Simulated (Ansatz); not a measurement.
Runs of Ansatz 0.2.0 on CdO (Monteponite). The structure is cubic, space group Fm-3m (No. 225). Conventional cell: a = 4.699 Å, b = 4.699 Å, c = 4.699 Å, α = 90.00°, β = 90.00°, γ = 90.00°. Around Cd (site symmetry m-3m) lie 6 O at 2.35 Å. O (site symmetry m-3m) has 6 Cd at 2.35 Å as nearest neighbours. 

```csv
task,level,potentials or basis,spin,cell,k mesh,cutoff (eV),smearing,optics k mesh,broadening,scf mixing preconditioner,basis error allowed,other keys,mesh quality,gap on the mesh (eV),pressure (GPa),moment (μB)
density of states,RPBE+D3(BJ),"all-electron LAPW, scalar-relativistic","non-collinear, random start",cell strained at random at fixed volume,8 × 8 × 8,285,cold 0.05 eV,-,-,-,0.002 eV/atom,-,not flagged,none,-10.8,0.00
single point,PBE-PBEsol,"all-electron LAPW, relativistic spinors","SOC, no magnetisation",volume scaled by 0.8,8 × 8 × 8,332,fermi-dirac 0.05 eV,-,-,-,0.002 eV/atom,-,coarse,none,65.0,-
optical spectrum,LDA,"all-electron LAPW, inner shells corrected to Dirac's equation",off,as given,10 × 10 × 10,305,fermi-dirac 0.15 eV,15 × 15 × 15,0.1 eV,local_kerker,0.001 eV/atom,scf.mixing.preconditioner = local_kerker,not flagged,none,-,-
relaxation of cell and atoms,PBEsol,"all-electron LAPW, relativistic spinors","non-collinear, ferromagnetic start, SOC",relaxed from: volume scaled by 0.8,8 × 8 × 8,-,fermi-dirac 0.05 eV,-,-,-,0.001 eV/atom,-,not flagged,-,0.0,0.00
electric field gradients,HSE06+D3(BJ)+ATM,all-electron PAW datasets made for the crystal,off,as given,4 × 4 × 4,360,fermi-dirac 0.1 eV,-,-,-,-,-,coarse,0.93,(a),-
single point,RPBE+D4,"all-electron LAPW, relativistic spinors","SOC, no magnetisation",as given,8 × 8 × 8,354,methfessel-paxton 0.01 eV,-,-,-,0.00025 eV/atom,hamiltonian.pseudopotentials.lapw.basis_error = 0.00025,not flagged,none,3.3,-
```

Q: Estimate the missing entries.

A: (a) -3.1.

Caveats: some runs use coarse meshes; pairwise dispersion overbinds metals, which lowers pressure and volume (some runs); the starting moments weren't kept (some runs); the program listed the state as in doubt (some runs); the k mesh is thin for a metal, which can move the energy by tens of meV per atom (some runs); local fields are left out (some runs); spectra need much finer meshes, so this one isn't converged (some runs); independent-particle spectra lack excitons (some runs).

A k mesh can miss the band edges, and rows without SOC leave out spin-orbit coupling on Cd.

A gap of «none» marks a metal or a gap under the smearing width.

The runs don't all hold the same shells in valence.

Runs at the PBE level aren't shown here.
